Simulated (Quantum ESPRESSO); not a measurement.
## W in Quantum ESPRESSO: the effect of target pressure

The system is W.

```
W
1.0
    -1.58234    1.58234    1.58234
     1.58234   -1.58234    1.58234
     1.58234    1.58234   -1.58234
W
1
Direct
  0.00000 0.00000 0.00000
```

Alike in all runs:

| Item | Value |
| --- | --- |
| Program | Quantum ESPRESSO 7.5 |
| Task | phonons |
| Functional | PBEsol |
| Potentials or basis | GBRV 1.5 PBEsol |
| Cutoff | 762 eV |
| Density cutoff | 6095 eV |
| k mesh | 8 × 8 × 8 |
| Occupations | cold, width 0.2 eV |
| Spin | no spin polarisation |

Each run relaxes the cell or the atoms first.

Q: One run gave: relaxed volume 15.51 Å³/atom; highest phonon frequency 218 cm⁻¹. Which target pressure did it use?
A. 15 GPa
B. 0 GPa
C. 2 GPa
D. 5 GPa

A: D.

```tsv
target pressure	relaxed volume (Å³/atom)	highest phonon frequency (cm⁻¹)
0 GPa	15.73	212
2 GPa	15.64	214
5 GPa	15.51	218
15 GPa	15.10	227
```

Caveats: the mesh is thin for the phonons of a metal; the cell is more than 3 GPa from zero pressure, which shifts response properties (some runs).

Runs at the PBE level aren't shown here.
